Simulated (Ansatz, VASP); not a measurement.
B in VASP and in Ansatz

```
B
1.0
     1.69622    0.00000    0.00000
    -0.84811    1.46897    0.00000
     0.00000    0.00000   13.87239
B
4
Cartesian
  -0.8481 1.4690 0.0000
  0.0000 0.0000 6.9362
  0.0000 0.9793 3.4681
  0.8481 0.4897 10.4043
```

Alike in both runs: functional LDA; k mesh 17 × 17 × 5; occupations fermi-dirac, width 0.1 eV; no spin polarisation.

Ansatz relaxed the structure, and its values are those at the end. VASP's run is a single point on that final structure, the one shown.

|  | VASP | Ansatz |
| --- | --- | --- |
| version | VASP 6.6.1 | Ansatz 0.2.0 |
| potentials or method | VASP PAW LDA potentials, release 64 (B) | plane waves (420 eV) with PAW, scalar-relativistic |
| plane-wave cutoff (eV) | 520 | 420 |
| valence electrons in the cell | 12 | 12 |

Ansatz gave:

* pressure (GPa): 0.0

**Question.** What did VASP give for the same quantities?

**Answer.** Pressure (GPa): 0.1.

Ansatz warned: «pseudo_functional_mismatch».
